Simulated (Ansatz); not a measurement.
Ansatz input file:

```yaml
crystal:
  lattice:
    - [3.1741350969, 0.0, 0.0]
    - [0.0, 3.2062346803, 0.0]
    - [0.0, 0.0, 25.4789215952]
  atoms:
    - { symbol: Mo, position: [0.0, 0.5, 0.333609096] }
    - { symbol: P, position: [0.5, 0.0, 0.3699356032] }
    - { symbol: Mo, position: [0.0, 0.0, 0.4425886174] }
    - { symbol: P, position: [0.5, 0.5, 0.4792943049] }
    - { symbol: Mo, position: [0.0, 0.5, 0.5501261364] }
    - { symbol: P, position: [0.5, 0.0, 0.5907329554] }
    - { symbol: H, position: [1.0, 0.25, 0.6158517579] }
basis:
  ecutwfc: 420
kpoints:
  mp_grid: { grid: [9, 9, 1] }
hamiltonian:
  xc: pbesol
scf:
  occupations: { method: gaussian, width: 0.1 }
output:
  forces: true
  eigenvalues: true
  write_density: true
  write_potential: true
  elf: true
  volumetric_format: npy
relax:
  adjacent_minimum: "off"
  f_tol: 0.02
  max_steps: 25
  constraints: [{ sites: [0, 1, 2, 3, 4, 5] }, { site: 6, fix: xy }]
efield:
  axis: 3
  dipole_correction: true
  ramp_width: 0.04
```

Run as
```bash
ansatz run input.yaml --threads 2 --pin off --max-ram 5120MiB --backend cpu --events-out ev --progress --plain --runs-dir out
```

Level of theory: Ansatz 0.2.0, DFT PBEsol, scalar-relativistic, plane waves, PAW.

Abridged output:

```
Pseudopotentials: kind: paw
Pseudopotential: Mo, paw, valence charge 14, recommended cutoff 420 eV (normal)
Pseudopotential: P, paw, valence charge 5, recommended cutoff 420 eV (normal)
Pseudopotential: H, paw, valence charge 1, recommended cutoff 420 eV (normal)
Functional definition: PBEsol
Crystal: 7 atoms, lattice volume = 259.300 Å³
Basis set: ecut = 420 eV, 5101 PW (Γ), exchange–correlation on 48×48×360 points (8 copies of the dense FFT grid, shifted against one another)
Bands: 36, of which v1, the nominal top of the filled ones, is band 29 counted from 1 (28 counted from 0)
Symmetry: 2 space group operations
Space group: Pm (ITA 6), of the structure as read, at distance tolerance 6.4e-5 Å
k-points: 25 of 81 (time reversal used)
Initial density: superposition of atomic densities (neutral atoms: chi_scale 0, normalization atom), corrected by the library's trained network
Initial wavefunctions: pseudopotential atomic-orbital guess
Functional: x = pbesol(κ = 0.804, μ = 0.12345679), c = pbesol(β = 0.046)
SCF iter   1: F=—  HF=-16929.228198 eV  |F-HF|=—  |Δ(HF+E_count)|=         —  Δρ=8.67e-3  dr2=1.34e0  ethr=1.77e-3  p=-0.031 e·Å  D=-2.18e-2 V/Å  ΔV_dip=0.55 eV  dr2_dipole=1.77e-1  V_vac-E_F(+/−)=4.55/3.99 eV  ⟨swp⟩=8.8  Hψ=5070  notcnv=0
efield: sawtooth ramp at fractional position 0.9547 (placed from the atoms, in the widest stretch of the axis that holds none; the zero of the levels goes with the place), width 0.0400; the density the first Hamiltonian is built on has a dipole p = -0.031 e·Å; the dipole correction subtracts the counter field D = -2.18e-2 V/Å, which shifts the + side's vacuum level by +0.55 eV against the − side's; the planar-averaged density in the ramp window peaks in size at 6.2e-6 e/Å³
SCF iter   2: F=—  HF=-16929.171678 eV  |F-HF|=—  |Δ(HF+E_count)|=   5.65e-2  Δρ=3.00e-3  dr2=2.75e-2  ethr=1.77e-3  p=-0.043 e·Å  D=-2.98e-2 V/Å  ΔV_dip=0.76 eV  dr2_dipole=1.88e-3  V_vac-E_F(+/−)=5.03/4.27 eV  ⟨swp⟩=2.0  Hψ=1219  notcnv=0  defer=40
SCF iter   3: F=—  HF=-16929.171102 eV  |F-HF|=—  |Δ(HF+E_count)|=   5.75e-4  Δρ=1.21e-3  dr2=6.35e-3  ethr=4.74e-5  p=-0.041 e·Å  D=-2.84e-2 V/Å  ΔV_dip=0.72 eV  dr2_dipole=1.31e-3  V_vac-E_F(+/−)=5.06/4.34 eV  ⟨swp⟩=2.3  Hψ=1499  notcnv=0  defer=40
SCF iter   4: F=—  HF=-16929.169990 eV  |F-HF|=—  |Δ(HF+E_count)|=   1.11e-3  Δρ=2.53e-4  dr2=7.03e-4  ethr=1.09e-5  p=-0.037 e·Å  D=-2.57e-2 V/Å  ΔV_dip=0.65 eV  dr2_dipole=2.53e-4  V_vac-E_F(+/−)=5.04/4.39 eV  ⟨swp⟩=2.0  Hψ=1270  notcnv=0  defer=40
SCF iter   5: F=—  HF=-16929.169991 eV  |F-HF|=—  |Δ(HF+E_count)|=   1.89e-7  Δρ=1.41e-4  dr2=1.47e-4  ethr=1.21e-6  p=-0.035 e·Å  D=-2.44e-2 V/Å  ΔV_dip=0.62 eV  dr2_dipole=6.55e-7  V_vac-E_F(+/−)=5.05/4.43 eV  ⟨swp⟩=2.5  Hψ=1419  notcnv=0  defer=40
SCF iter   6: F=—  HF=-16929.169983 eV  |F-HF|=—  |Δ(HF+E_count)|=   7.33e-6  Δρ=5.59e-5  dr2=2.53e-5  ethr=2.53e-7  p=-0.034 e·Å  D=-2.36e-2 V/Å  ΔV_dip=0.60 eV  dr2_dipole=5.43e-7  V_vac-E_F(+/−)=5.05/4.45 eV  ⟨swp⟩=2.0  Hψ=1200  notcnv=0  defer=40
SCF iter   7: F=-16929.169985 eV  HF=-16929.169986 eV  |F-HF|=1.44e-6  |Δ(HF+E_count)|=   2.87e-6  Δρ=1.69e-5  dr2=3.11e-6  ethr=1.72e-8  p=-0.033 e·Å  D=-2.31e-2 V/Å  ΔV_dip=0.59 eV  dr2_dipole=7.74e-8  V_vac-E_F(+/−)=5.05/4.46 eV  ⟨swp⟩=21.7  Hψ=9541  notcnv=0
SCF iter   8: F=-16929.169987 eV  HF=-16929.169986 eV  |F-HF|=8.25e-8  |Δ(HF+E_count)|=   4.09e-7  Δρ=5.34e-6  dr2=1.53e-7  ethr=5.37e-9  p=-0.033 e·Å  D=-2.29e-2 V/Å  ΔV_dip=0.58 eV  dr2_dipole=3.03e-9  V_vac-E_F(+/−)=5.05/4.47 eV  ⟨swp⟩=11.0  Hψ=8132  notcnv=0
SCF 1 converged in 8 iterations: F = -16929.169987 eV  dr2 = 1.53e-7
relax step   1: F+E_penalty+E_count = -16929.16998654 eV  Δ(F+E_penalty+E_count) = +0.000e0 eV  max|allowed force component| = 1.045e-2 eV/Å  Δτ_max = 0.0000 Å  (8 SCF iters, dr2 threshold 1.00e-5 eV, accepted)
Initial density: handed on by an earlier stage of this run
Initial wavefunctions: those handed on with the density
SCF iter   1: F=—  HF=-16929.169987 eV  |F-HF|=—  |Δ(HF+E_count)|=         —  Δρ=5.35e-6  dr2=1.54e-7  ethr=2.66e-10  p=-0.033 e·Å  D=-2.29e-2 V/Å  ΔV_dip=0.58 eV  dr2_dipole=3.24e-9  V_vac-E_F(+/−)=5.05/4.47 eV  ⟨swp⟩=1.0  Hψ=2400  notcnv=0
efield: sawtooth ramp at fractional position 0.9547 (handed on by an earlier solve), width 0.0400; the density the first Hamiltonian is built on has a dipole p = -0.033 e·Å; the dipole correction subtracts the counter field D = -2.29e-2 V/Å, which shifts the + side's vacuum level by +0.58 eV against the − side's; the planar-averaged density in the ramp window peaks in size at 1.3e-6 e/Å³
SCF iter   2: F=-16929.169987 eV  HF=-16929.169987 eV  |F-HF|=2.54e-8  |Δ(HF+E_count)|=   3.56e-7  Δρ=3.96e-6  dr2=8.38e-8  ethr=1.72e-10  p=-0.033 e·Å  D=-2.29e-2 V/Å  ΔV_dip=0.58 eV  dr2_dipole=7.02e-12  V_vac-E_F(+/−)=5.05/4.47 eV  ⟨swp⟩=9.6  Hψ=7676  notcnv=0
SCF 2 converged in 2 iterations: F = -16929.169987 eV  dr2 = 8.38e-8
relax step   2: F+E_penalty+E_count = -16929.16998658 eV  Δ(F+E_penalty+E_count) = -4.163e-8 eV  max|allowed force component| = 1.036e-2 eV/Å  Δτ_max = 0.0000 Å  (2 SCF iters, accepted)
WARN: The input density's exchange-correlation potential varies sharply where the density is thin. Do not read a vacuum level from v_tot or v_xc, or from such a field of the output density. On a cell that repeats whose density bears no net charge and no dipole along the vacuum's axis use v_es (v_loc + v_h of the components); under efield.dipole_correction with no amplitude use v_es + v_field, which holds any external_charges[].barrier, or the levels of the report's work_function block, which leave it out; under a non-zero efield.amplitude the vacuum is tilted and has no level; on a cell that repeats and bears such a dipole with no correction it is tilted too, and efield.dipole_correction wit ...
SCF converged after 2 iterations
Free energy (F): -16929.169987 eV
Harris-Foulkes:  -16929.169987 eV  (|F-HF|=2.54e-8)
Internal energy: -16929.140625 eV  (E = F + TS)
E sigma→0 (E₀):  -16929.155306 eV
Entropy (-TS):   -0.029361 eV (-4.194 meV/atom)
Fermi energy:    2.541660 eV
Dipole field:    D = -0.022855 V/Å  (p = -0.032750 e·Å, saw-weighted, corrected)
Work function:   Φ+ = 5.0492 eV   Φ− = 4.4669 eV
Levels:          The Fermi level and band energies are counted from a zero that moves with the ramp; work functions are not
--- Per-component energies (eV) ---
  E_band       = -1007.318151
  E_kinetic    = 1558.759864
  E_local      = -61031.408170  (includes V_loc(G=0)·N_el)
  E_nonlocal   = 537.810230
  E_hartree    = 29635.779173
  E_xc         = -742.566742
  E_vxc        = -883.604010  (∫ρ·V_xc dr)
  E_paw        = -11095.071546  (= ΣΔE_a)
  E_vpaw       = -459.770015  (= ΣTr[D̂ρ^β])
  E_aug_tail   = -0.000874  (compensation charges beyond the density's cutoff)
  E_efield     = 0.000374  (sawtooth field / dipole correction)
  E_vefield    = -0.669004  (∫n·V_field dr)
  E_ewald      = 24206.790879
  E_core_change = 0.766186  (= ΣΔE_core)
  E_smearing   = -0.029361  (= −TS)
--- Forces (eV/Å), atoms counted from 1 ---
  atom   1  Mo     0.00000000     0.01382390     2.01361623
  atom   2  P      0.00000000    -0.02944262    -1.72393401
  atom   3  Mo     0.00000000     0.09500270    -0.43755943
  atom   4  P      0.00000000    -0.02142384    -0.14395543
  atom   5  Mo     0.00000000    -0.74516226    -0.02534331
  atom   6  P      0.00000000    -0.08456948     0.32774222
  atom   7  H      0.00000000     0.77180738    -0.01036426
--- Band table (eV; the first three rows and the last of 25) ---
  k-point 0: bands = ["-58.5477", "-58.3389", "-58.1293", "-32.7886", "-32.6724", "-32.5929", "-32.5480", "-32.4574", "-32.3259", "-32.2913", "-32.1623", "-32.1436", "-10.9071", "-9.8786", "-8.9687", "-4.1766", "-3.0075", "-1.5411", "-1.0884", "-0.9890", "-0.8959", "-0.4056", "-0.2397", "0.2409", "0.5497", "1.3182", "1.9197", "2.2639", "2.3926", "2.9858", "3.1567", "4.0203", "4.1765", "4.6905", "4.8289", "5.7308"]
  k-point 1: bands = ["-58.5455", "-58.3369", "-58.1273", "-32.7819", "-32.6694", "-32.6293", "-32.5457", "-32.4548", "-32.3502", "-32.2899", "-32.1911", "-32.1407", "-10.7431", "-9.7394", "-8.8606", "-4.0664", "-3.0239", "-1.6720", "-1.1192", "-0.9752", "-0.9669", "-0.7026", "-0.1151", "0.1219", "0.6022", "1.3436", "1.4157", "2.1630", "2.4581", "2.7870", "3.1450", "3.9113", "4.1910", "4.5277", "4.8489", "5.4874"]
  k-point 2: bands = ["-58.5402", "-58.3320", "-58.1222", "-32.7683", "-32.7057", "-32.6617", "-32.5576", "-32.4482", "-32.4051", "-32.2869", "-32.2624", "-32.1335", "-10.2796", "-9.3579", "-8.5880", "-3.8176", "-3.2207", "-2.2538", "-1.5984", "-1.1277", "-0.9869", "-0.6887", "-0.2219", "0.1469", "0.6898", "0.8346", "1.6354", "1.7246", "2.4661", "2.7808", "3.1209", "3.3520", "3.7116", "4.5297", "5.0430", "5.1721"]
  k-point 24: bands = ["-58.5101", "-58.3030", "-58.0940", "-32.9196", "-32.8104", "-32.7046", "-32.6978", "-32.5752", "-32.4379", "-32.3680", "-32.3516", "-32.2559", "-8.4578", "-8.0142", "-7.4402", "-4.4620", "-3.5591", "-3.2352", "-3.1728", "-2.5893", "-2.0751", "-1.5049", "-0.9721", "0.6971", "0.7438", "1.1266", "1.5995", "3.1207", "3.2983", "3.9345", "4.3127", "4.4406", "4.6943", "5.1927", "5.4736", "6.2642"]
--- Relaxed structure (2 steps of the walk, 2 accepted, 0 SCFs on fresh bases) ---
  F+E_penalty+E_count = -16929.16998658 eV   max|allowed force component| = 1.036e-2 eV/Å
  atoms:
    - { symbol: Mo, position: [0.0, 0.49999999, 0.333609096] }
    - { symbol: P, position: [0.49999999, 0.0, 0.3699356032] }
    - { symbol: Mo, position: [0.0, 0.0, 0.44258861] }
    - { symbol: P, position: [0.49999999, 0.49999999, 0.4792943049] }
    - { symbol: Mo, position: [0.0, 0.49999999, 0.5501261364] }
    - { symbol: P, position: [0.49999999, 0.0, 0.5907329554] }
    - { symbol: H, position: [0.99999999, 0.24999999, 0.6158517579] }
```

The relaxation met its thresholds.

Time: 7.5 s on 2 threads of AMD EPYC 9R45 96-Core Processor (Zen 5) (shared host), peak memory 0.63 GiB.